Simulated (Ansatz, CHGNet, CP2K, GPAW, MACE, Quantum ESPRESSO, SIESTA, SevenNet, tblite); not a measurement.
# Quantum ESPRESSO on BeSe(110)/BP(110) interface (50 atoms): settings against a plane-wave reference

How do the settings of Quantum ESPRESSO change the result for BeSe(110)/BP(110) interface (50 atoms)? A plane-wave run serves as the yardstick.

Method: the method is named at each step, in Quantum ESPRESSO 7.5.

## 1. Set-up

The cell holds 50 atoms: 9 Be, 9 Se, 16 B and 16 P. Cell: a = 6.294 Å, b = 8.901 Å, c = 13.071 Å, α = 90.0°, β = 90.0°, γ = 90.0°. Zinc-blende BeSe(110), 3 repeat layers, 3 surface cells, strained +0.00 and -0.00 %; zinc-blende BP(110), 4 layers, 4 cells, -1.93 and -1.93 %; outer planes 2.26 Å apart and 2.29 Å at the second interface of the periodic stack; not relaxed, displaced by a Gaussian of 0.02 Å. Then every atom was moved at random, 0.03 Å r.m.s. a Cartesian component. Regions: BeSe, 18 atoms (9 Be and 9 Se); BP, 32 atoms (16 B and 16 P). The structure's axis is c.

The yardstick, on the same geometry:

```
method                 : Kohn-Sham DFT, PBE, PAW, plane waves (Ansatz 0.2.0); cutoff 420 eV, Γ point, fermi-dirac smearing of 0.05 eV; PAW set soft_2
r.m.s. force component : 0.9533 eV/Å
longest force          : 3.837 eV/Å
pressure               : 2.134 GPa
SCF cycles             : 10
time                   : 3.9 s on 4 threads of Intel Xeon Platinum 8559C (Emerald Rapids), shared host
CPU time               : 11 s
```

## 2. PBE, sssp-1.3.0-efficiency, 45/360 Ry

Method: Kohn-Sham DFT, PBE, SSSP efficiency 1.3.0 pseudopotentials, plane waves.

pw.in

```
&control
  calculation = 'scf'
  pseudo_dir = './pseudo'
  outdir = './tmp'
  disk_io = 'none'
  tprnfor = .true.
  tstress = .true.
/
&system
  ibrav = 0
  nat = 50
  ntyp = 4
  ecutwfc = 45
  ecutrho = 360
  nosym = .true.
  occupations = 'smearing'
  smearing = 'fd'
  degauss = 0.003675
/
&electrons
  conv_thr = 2.5e-07
  electron_maxstep = 100
  mixing_beta = 0.2
  mixing_mode = 'local-TF'
  diagonalization = 'david'
/
ATOMIC_SPECIES
Be 9.012 Be.upf
Se 78.971 Se.upf
B 10.810 B.upf
P 30.974 P.upf
CELL_PARAMETERS angstrom
6.29400 0.00000 0.00000
0.00000 8.90100 0.00000
0.00000 0.00000 13.07122
ATOMIC_POSITIONS crystal
Be 0.67373 0.66543 0.00090
Se 0.33418 0.57975 0.99641
Be 0.16753 0.66536 0.14103
Se 0.83679 0.57936 0.13947
Be 0.66332 0.66624 0.27739
Se 0.33206 0.58327 0.27461
Be 0.34738 0.33869 0.99999
Se 0.00024 0.24833 0.00382
Be 0.83279 0.33739 0.13220
Se 0.50675 0.24508 0.14269
Be 0.33534 0.33922 0.27840
Se 0.99860 0.24743 0.28045
Be 0.99331 0.00749 0.99638
Se 0.67526 0.91999 0.99576
Be 0.49599 0.99659 0.14012
Se 0.16842 0.91260 0.13580
Be 0.99666 0.99619 0.27238
Se 0.67111 0.91327 0.27774
B 0.97411 0.69401 0.45086
P 0.72030 0.06832 0.44855
B 0.72610 0.94377 0.57303
P 0.96559 0.82310 0.57383
B 0.96338 0.69595 0.70413
P 0.71998 0.07168 0.69728
B 0.72302 0.94265 0.82308
P 0.96546 0.81857 0.82509
B 0.48014 0.69609 0.44915
P 0.21855 0.06626 0.45116
B 0.22483 0.94844 0.57434
P 0.46208 0.82476 0.57561
B 0.47947 0.68846 0.70298
P 0.21275 0.07351 0.70030
B 0.22923 0.94340 0.82880
P 0.47911 0.82199 0.82702
B 0.96613 0.19781 0.44614
P 0.70774 0.56554 0.44996
B 0.72075 0.44631 0.56979
P 0.97016 0.31631 0.57328
B 0.97564 0.19425 0.69784
P 0.71101 0.56716 0.69767
B 0.71435 0.44557 0.82514
P 0.96075 0.31608 0.82297
B 0.46312 0.18993 0.45061
P 0.21888 0.56656 0.45542
B 0.21508 0.43941 0.57837
P 0.46167 0.31669 0.57471
B 0.46846 0.19620 0.69733
P 0.21559 0.57292 0.70117
B 0.21542 0.44715 0.82649
P 0.46339 0.32258 0.82416
K_POINTS gamma
```

Command:

```bash
$ OMP_NUM_THREADS=1 mpirun -np 2 pw.x -in pw.in > output.txt
```

Log:

```text
Program PWSCF
     gamma-point specific algorithms are used
     Parallelization info
     sticks:   dense  smooth     PW     G-vecs:    dense   smooth      PW
     Min        2863    1429    353               284939   100721   12577
     Max        2864    1432    354               284940   100728   12582
     Sum        5727    2861    707               569879   201449   25159
     bravais-lattice index     =            0
     lattice parameter (alat)  =      11.8939  a.u.
     unit-cell volume          =    4941.7215 (a.u.)^3
     number of atoms/cell      =           50
     number of atomic types    =            4
     number of electrons       =       218.00
     number of Kohn-Sham states=          131
     kinetic-energy cutoff     =      45.0000  Ry
     charge density cutoff     =     360.0000  Ry
     scf convergence threshold =      2.5E-07
     mixing beta               =       0.2000
     number of iterations used =            8  local-TF  mixing
     Exchange-correlation= PBE
                           (   1   4   3   4   0   0   0)
     crystal axes: (cart. coord. in units of alat)
               a(1) = (   1.000000   0.000000   0.000000 )
               a(2) = (   0.000000   1.414204   0.000000 )
               a(3) = (   0.000000   0.000000   2.076775 )
     reciprocal axes: (cart. coord. in units 2 pi/alat)
               b(1) = (  1.000000  0.000000  0.000000 )
               b(2) = (  0.000000  0.707112  0.000000 )
               b(3) = (  0.000000  0.000000  0.481516 )
     PseudoPot. # 1 for Be:
     Pseudo is Ultrasoft, Zval =  4.0
     PseudoPot. # 2 for Se:
     Pseudo is Ultrasoft + core correction, Zval =  6.0
     PseudoPot. # 3 for B :
     Pseudo is Ultrasoft + core correction, Zval =  3.0
     PseudoPot. # 4 for P :
     Pseudo is Ultrasoft + core correction, Zval =  5.0
     atomic species   valence    mass     pseudopotential
     Be                4.00     9.01200     Be( 1.00)
     Se                6.00    78.97100     Se( 1.00)
     B                 3.00    10.81000     B ( 1.00)
     P                 5.00    30.97400     P ( 1.00)
     No symmetry found
   Cartesian axes
     number of k points=     1  Fermi-Dirac smearing, width (Ry)=  0.0037
                       cart. coord. in units 2pi/alat
        k(    1) = (   0.0000000   0.0000000   0.0000000), wk =   2.0000000
     Dense  grid:   284940 G-vectors     FFT dimensions: (  72, 108, 150)
     Smooth grid:   100725 G-vectors     FFT dimensions: (  54,  72, 108)
     Initial potential from superposition of free atoms
     starting charge     217.9909, renormalised to     218.0000
     Starting wfcs are  209 randomized atomic wfcs
     Self-consistent Calculation
     iteration #  1     ecut=    45.00 Ry     beta= 0.20
     total energy              =    -973.98330762 Ry
     estimated scf accuracy    <       4.49792859 Ry
     iteration #  2     ecut=    45.00 Ry     beta= 0.20
     total energy              =    -972.78236709 Ry
     estimated scf accuracy    <       3.45192400 Ry
     iteration #  3     ecut=    45.00 Ry     beta= 0.20
     total energy              =    -973.34089391 Ry
     estimated scf accuracy    <       1.11276803 Ry
     iteration #  4     ecut=    45.00 Ry     beta= 0.20
     total energy              =    -973.31794058 Ry
     estimated scf accuracy    <       0.45742011 Ry
     iteration #  5     ecut=    45.00 Ry     beta= 0.20
     total energy              =    -973.36549924 Ry
     estimated scf accuracy    <       0.67439766 Ry
     iteration #  6     ecut=    45.00 Ry     beta= 0.20
     total energy              =    -973.31301789 Ry
     estimated scf accuracy    <       0.38134304 Ry
[...]
total energy              =    -973.32541410 Ry
[...]
iteration # 17     ecut=    45.00 Ry     beta= 0.20
     total energy              =    -973.32541464 Ry
     estimated scf accuracy    <       0.00000122 Ry
     iteration # 18     ecut=    45.00 Ry     beta= 0.20
     total energy              =    -973.32541478 Ry
     estimated scf accuracy    <       0.00000055 Ry
     iteration # 19     ecut=    45.00 Ry     beta= 0.20
     End of self-consistent calculation
          k = 0.0000 0.0000 0.0000 ( 12580 PWs)   bands (ev):
   -94.1294 -93.9645 -93.9351 -93.7411 -93.7013 -93.6902 -93.6800 -93.6623
   -93.6263  -8.1689  -7.6205  -7.5266  -7.2599  -7.1674  -6.6879  -6.6745
    -6.4742  -6.4285  -6.3533  -6.2707  -6.2190  -6.0257  -5.1596  -5.1127
    -5.0277  -5.0122  -4.5194  -4.3649  -4.3335  -3.7275  -3.6861  -3.4515
    -3.3534  -3.2415  -1.8275  -1.5968  -1.1721  -1.1230  -1.0615  -0.9779
    -0.8689  -0.6356  -0.6009   0.1687   0.2045   0.3900   0.7227   0.8853
[...]
6.5874   6.8620   6.9429   7.1768   7.2687   7.3647   7.4001   7.5287
     7.6811   8.0211   8.3044   8.5192   8.8662   9.1695   9.3813   9.4646
     9.6969   9.7566   9.9558   9.9634  10.0907  10.2056  10.3441  10.4343
    10.4914  10.6090  10.6885
     the Fermi energy is     7.3070 ev
!    total energy              =    -973.32541475 Ry
     estimated scf accuracy    <       0.00000018 Ry
     smearing contrib. (-TS)   =      -0.01394176 Ry
     internal energy E=F+TS    =    -973.31147299 Ry
     The total energy is F=E-TS. E is the sum of the following terms:
     one-electron contribution =    -119.26600494 Ry
     hartree contribution      =     121.49271047 Ry
     xc contribution           =    -430.95034786 Ry
     ewald contribution        =    -544.58783067 Ry
     convergence has been achieved in  19 iterations
     Forces acting on atoms (cartesian axes, Ry/au):
     atom    1 type  1   force =    -0.01080819   -0.00393299   -0.04043273
     atom    2 type  2   force =    -0.01379008   -0.00646524   -0.02449699
     atom    3 type  1   force =    -0.02261258    0.00785627   -0.02371616
     atom    4 type  2   force =     0.00818689    0.00526537   -0.00418322
     atom    5 type  1   force =    -0.00310508   -0.02090195    0.03217188
     atom    6 type  2   force =     0.00424138    0.00121477   -0.03363808
[...]
atom   48 type  4   force =    -0.01109853    0.00674612    0.02236626
     atom   49 type  3   force =     0.00242517   -0.03983035   -0.04271106
     atom   50 type  4   force =     0.00913132    0.02818044    0.06324397
     Total force =     0.454710     Total SCF correction =     0.000692
     Computing stress (Cartesian axis) and pressure
          total   stress  (Ry/bohr**3)                   (kbar)     P=       21.90
   0.00062678  -0.00014463  -0.00001068           92.20      -21.28       -1.57
  -0.00014463   0.00009543  -0.00003796          -21.28       14.04       -5.58
  -0.00001068  -0.00003796  -0.00027552           -1.57       -5.58      -40.53
     Message from routine punch:
     Nothing written, as per user request (disk_io='none')
```

Wall time 1.7 min (2 MPI ranks of Intel Xeon Platinum 8559C (Emerald Rapids), shared host); peak memory 1.3 GiB.

Banners, paths, timers and routine set-up lines are dropped from the logs unmarked, and long logs keep their key lines alone; longer cuts are marked.

Against the reference:

```
r.m.s. force component                  : 0.9546 eV/Å
r.m.s. difference of force components   : 4.674 meV/Å
longest difference of force vectors     : 18.18 meV/Å
force difference over r.m.s. force      : 0.4903 %
slope of forces against the reference's : 1.001
correlation of force components         : 1
pressure                                : 2.19 GPa
pressure difference                     : 0.0559 GPa
```

Length of the force difference by element (eV/Å):

| element | atoms | mean | most |
| --- | --- | --- | --- |
| B | 16 | 0.0045 | 0.0066 |
| Be | 9 | 0.011 | 0.018 |
| P | 16 | 0.005 | 0.010 |
| Se | 9 | 0.010 | 0.015 |

The surroundings of P36, which bears the longest force, nearest first, numbered as they follow in the input and with coordinates relative to it.

| atom | x | y | z | distance (Å) | bonds | Fx | Fy | Fz (eV/Å) |
| --- | --- | --- | --- | --- | --- | --- | --- | --- |
| P36 | 0.00 | 0.00 | 0.00 | 0.00 | 3 | 2.45 | 1.94 | -2.23 |
| B27 | -1.43 | 1.16 | -0.01 | 1.84 | 3 | -2.08 | -1.11 | 2.26 |
| B37 | 0.08 | -1.06 | 1.57 | 1.89 | 4 | -0.69 | -1.23 | 1.18 |
| B19 | 1.68 | 1.14 | 0.01 | 2.03 | 3 | -1.23 | -1.43 | 1.42 |
| Be5 | -0.28 | 0.90 | -2.26 | 2.44 | 3 | -0.08 | -0.54 | 0.83 |
| P44 | -3.08 | 0.01 | 0.07 | 3.08 | 4 | 0.86 | 1.65 | 0.46 |
| P46 | -1.55 | -2.22 | 1.63 | 3.16 | 4 | 1.20 | 0.37 | -1.08 |
| P38 | 1.65 | -2.22 | 1.61 | 3.20 | 4 | -1.23 | 1.13 | -0.81 |
| P44 | 3.22 | 0.01 | 0.07 | 3.22 | 4 | 0.86 | 1.65 | 0.46 |
| P30 | -1.55 | 2.31 | 1.64 | 3.23 | 4 | 1.75 | -0.68 | -0.53 |
| P40 | 0.02 | 0.01 | 3.24 | 3.24 | 4 | 2.35 | -0.53 | 0.43 |
| P22 | 1.62 | 2.29 | 1.62 | 3.24 | 4 | 1.77 | -0.85 | -0.08 |
| Se6 | -2.36 | 0.16 | -2.29 | 3.30 | 4 | 0.11 | 0.03 | -0.86 |

Forces lie 0.49 % from the reference's, at 19 times its CPU time (on 2 against 4 cores).

## 3. PBE+D3(BJ), sssp-1.3.0-efficiency, 45/360 Ry

Method: Kohn-Sham DFT, PBE+D3(BJ), SSSP efficiency 1.3.0 pseudopotentials, plane waves.

Edit pw.in of step 2 so:

```diff
@@ -18,2 +18,5 @@
   degauss = 0.003675
+  vdw_corr = 'dft-d3'
+  dftd3_version = 4
+  dftd3_threebody = .false.
 /
```

Log:

```text
[banner, memory and clock lines left out]
Program PWSCF
     gamma-point specific algorithms are used
[... lines left out ...]
     total energy              =    -973.87458457 Ry
[... lines left out ...]
     total energy              =    -974.43311138 Ry
[... lines left out ...]
     total energy              =    -974.41763211 Ry
[... lines left out ...]
     total energy              =    -974.41763225 Ry
[... lines left out ...]
     the Fermi energy is     7.3070 ev
!    total energy              =    -974.41763222 Ry
[... lines left out ...]
     The total energy is F=E-TS. E is the sum of the following terms:
[... lines left out ...]
     convergence has been achieved in  19 iterations
     Forces acting on atoms (cartesian axes, Ry/au):
     atom    1 type  1   force =    -0.01059339   -0.00431945   -0.04072768
     atom    2 type  2   force =    -0.01393606   -0.00593959   -0.02507201
     atom    3 type  1   force =    -0.02246410    0.00776002   -0.02365157
[...]
atom   49 type  3   force =     0.00221134   -0.03971273   -0.04422534
     atom   50 type  4   force =     0.00942550    0.02767915    0.06225381
     Total force =     0.454994     Total SCF correction =     0.000692
     Computing stress (Cartesian axis) and pressure
          total   stress  (Ry/bohr**3)                   (kbar)     P=      -11.38
   0.00040111  -0.00014350  -0.00001073           59.00      -21.11       -1.58
  -0.00014350  -0.00013331  -0.00003807          -21.11      -19.61       -5.60
  -0.00001073  -0.00003807  -0.00049983           -1.58       -5.60      -73.53
     Message from routine punch:
     Nothing written, as per user request (disk_io='none')
```

Wall time 1.7 min (2 MPI ranks); peak memory 1.4 GiB.

Numbers from this run, and their distance from the reference:

```
r.m.s. force component                  : 0.9552 eV/Å
r.m.s. difference of force components   : 14.13 meV/Å
longest difference of force vectors     : 63.34 meV/Å
force difference over r.m.s. force      : 1.482 %
slope of forces against the reference's : 1.002
correlation of force components         : 0.9999
pressure                                : -1.138 GPa
pressure difference                     : -3.272 GPa
```

Against the first run (0.49 %), the force difference from the reference is 1.5 %, at 1.00 times the CPU time; the model has changed, so this is no error of the program alone.

[end of part 1 of 2]

[Also dropped from logs without a mark: logging warnings of Python, and SIESTA's first energy breakdown and zero terms.]

[Logs are printed without paths, hosts, clocks, repeated set-up lines and the standing remarks that a program may print on its own settings, such as how far it seeks lower states.]

[Hosts, paths, dates, database ids (printed as entryN), source tags and the programs' standing remarks are cut or masked in the printed files.]
